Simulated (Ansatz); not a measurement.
Starting structure, (110) slab as cut from the bulk (ZnSe, F-43m (No. 216), (1 1 0) face):

```xyz
12
Lattice="3.9368 0.0000 0.0000 0.0000 5.5675 0.0000 0.0000 0.0000 24.8421" Properties=species:S:1:pos:R:3 pbc="T T T"
Zn    1.9684    2.7838    7.5000
Se    0.0000    4.1756    7.5000
Zn    0.0000    0.0000    9.4684
Se    1.9684    1.3919    9.4684
Zn    1.9684    2.7838   11.4368
Se    0.0000    4.1756   11.4368
Zn    0.0000    0.0000   13.4053
Se    1.9684    1.3919   13.4053
Zn    1.9684    2.7838   15.3737
Se    0.0000    4.1756   15.3737
Zn    0.0000    0.0000   17.3421
Se    1.9684    1.3919   17.3421
```

Theory: DFT LDA, scalar-relativistic, plane waves, PAW in Ansatz. Plane waves to 420 eV, a k mesh through Γ of 7×5×1 on the computed 12-atom cell and Gaussian smearing (0.05 eV); no spin polarisation. The cell repeats along c with a dipole correction in the vacuum.

All atoms are free. The cell is fixed. Force threshold 0.02 eV/Å.

| step | E − E_final (eV) | largest force (eV/Å) |
| --- | --- | --- |
| 1 | 1.035 | 1.105 |
| 2 | 0.395 | 0.745 |
| 3 | 0.090 | 0.337 |
| 4 | 0.005 | 0.079 |
| 5 | 0.000 | 0.011 |

Problem. What is the final structure?

Solution.
```xyz
12
Lattice="3.9368 0.0000 0.0000 0.0000 5.5675 0.0000 0.0000 0.0000 24.8421" Properties=species:S:1:pos:R:3 pbc="T T T"
Zn    1.9684    3.1049    7.9918
Se    0.0000    4.2051    7.3250
Zn    0.0000   -0.1066    9.3638
Se    1.9684    1.2952    9.5073
Zn    1.9684    2.7056   11.4813
Se    0.0000    4.1065   11.3977
Zn    0.0000   -0.0782   13.3608
Se    1.9684    1.3227   13.4444
Zn    1.9684    2.6772   15.4783
Se    0.0000    4.0790   15.3348
Zn    0.0000    0.3212   16.8503
Se    1.9684    1.4213   17.5171
```

Cost: 1 run of about 9.6 core-minutes, on Arm Neoverse V2 (shared hosts).